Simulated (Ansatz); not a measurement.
# Cu (hcp type): the cost of one run

Computed with Ansatz 0.2.0 (DFT PBE, with the methods named in each step, unless a step's input says otherwise).

This is Cu in the hcp structure; at room conditions it is fcc.

### 1 The system as given

It takes space group P6_3/mmc (No. 194, hexagonal). Conventional cell: a = 2.558 Å, b = 2.558 Å, c = 4.225 Å, α = 90.00°, β = 90.00°, γ = 120.00°. Cu (site symmetry -6m2) has 12 Cu at 2.56 to 2.58 Å as nearest neighbours.

Coordinates:

```cif
data_structure
_symmetry_space_group_name_H-M 'P 1'
_symmetry_Int_Tables_number 1
_cell_length_a 2.5576
_cell_length_b 2.5576
_cell_length_c 4.2245
_cell_angle_alpha 90.000
_cell_angle_beta 90.000
_cell_angle_gamma 120.000
_cell_volume 23.93
loop_
_atom_site_label
_atom_site_type_symbol
_atom_site_fract_x
_atom_site_fract_y
_atom_site_fract_z
_atom_site_occupancy
Cu1 Cu 0.33333 0.66667 0.25000 1
Cu2 Cu 0.66667 0.33333 0.75000 1
```

Whether this phase is the stable one at these pressures isn't tested.

Atoms are numbered in the order of the input: Cu1, Cu2.

### 2 The reference volume, LAPW

Contents of input.yaml:

```yaml
crystal:
  lattice:
    - [2.5576158225, 0.0, 0.0]
    - [-1.2788079112, 2.2149602754, 0.0]
    - [0.0, 0.0, 4.2245273094]
  atoms:
    - { symbol: Cu, position: [0.3333333333, 0.6666666667, 0.25] }
    - { symbol: Cu, position: [0.6666666667, 0.3333333333, 0.75] }
kpoints:
  mp_grid: { grid: [19, 19, 10] }
  band_path:
    path:
      - [0.0, 0.0, 0.0]
      - [0.5, 0.0, 0.0]
      - [0.3333333333, 0.3333333333, 0.0]
      - [0.0, 0.0, 0.0]
      - [0.0, 0.0, 0.5]
      - [0.5, 0.0, 0.5]
      - [0.3333333333, 0.3333333333, 0.5]
      - [0.0, 0.0, 0.5]
      - [0.5, 0.0, 0.5]
    npoints: 14
scf:
  occupations: { method: fermi_dirac, width: 0.05 }
hamiltonian:
  xc: pbe
  pseudopotentials: { kind: all_electron, lapw: { basis_error: 0.001 } }
output:
  forces: true
  stress: true
  eigenvalues: true
  populations: true
  dos: { projected: true, de: 0.2, e_range: [-14, 8] }
```

Launch:

```console
$ ansatz run input.yaml --threads 1 --pin off --max-ram 2048MiB --backend cpu --events-out ev --progress --plain --runs-dir out
```

Q: Estimate wall time and peak memory on 1 thread of Intel Xeon 6975P-C (Granite Rapids), shared host.

About 25 s, with a peak of 0.62 GiB.
